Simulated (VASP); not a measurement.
Set up this calculation in VASP 6.6.1, as the native input.

| Property | Result |
| --- | --- |
| Task | single point |
| Functional | PBE |
| Potentials or basis | VASP PAW PBE potentials, release 64 (Li_sv, S) |
| Cutoff | 520 eV |
| k mesh | 7 × 7 × 7 |
| Occupations | fermi-dirac, width 0.02 eV |
| Spin | no spin polarisation |
| Dipole correction | no |
| Further INCAR settings | ALGO = Fast; EDIFF = 1e-06; NBANDS = 13 |

The structure of Li2S lies in POSCAR:

```
Li2S
1.0
    0.0000000000      2.8540000000      2.8540000000
    2.8540000000      0.0000000000      2.8540000000
    2.8540000000      2.8540000000      0.0000000000
Li S
2 1
Direct
    0.2500000000      0.2500000000      0.2500000000
    0.7500000000      0.7500000000      0.7500000000
    0.0000000000      0.0000000000      0.0000000000
```

These files were run (other wordings do the same):

INCAR

```
ALGO = Fast ; EDIFF = 1E-6
ENCUT = 520 ; GGA = PE
ISIF = 2 ; ISMEAR = -1
LASPH = T ; LCHARG = T
LELF = T ; LREAL = F
LVHAR = T ; LWAVE = F
NBANDS = 13 ; NELM = 80
PREC = Accurate ; SIGMA = 0.02
```

KPOINTS

```
k-points
0
Gamma
  7 7 7
```

Potentials or basis: VASP PAW PBE potentials, release 64 (Li_sv, S).

Command:

```bash
$ cat potpaw_PBE.64/Li_sv/POTCAR potpaw_PBE.64/S/POTCAR > POTCAR
$ mpirun -np 1 vasp_std > vasp.out
```

Results of the run:

The band gap on the k mesh is 3.54 eV, indirect (least direct gap 4.25 eV).

Caveat: an odd mesh through Γ misses points on the zone boundary, where band edges often lie.

Run time: 25 s on 1 thread of Intel(R) Xeon(R) Platinum 8375C CPU @ 2.90GHz (Ice Lake), on a shared host, peak memory 0.15 GiB.
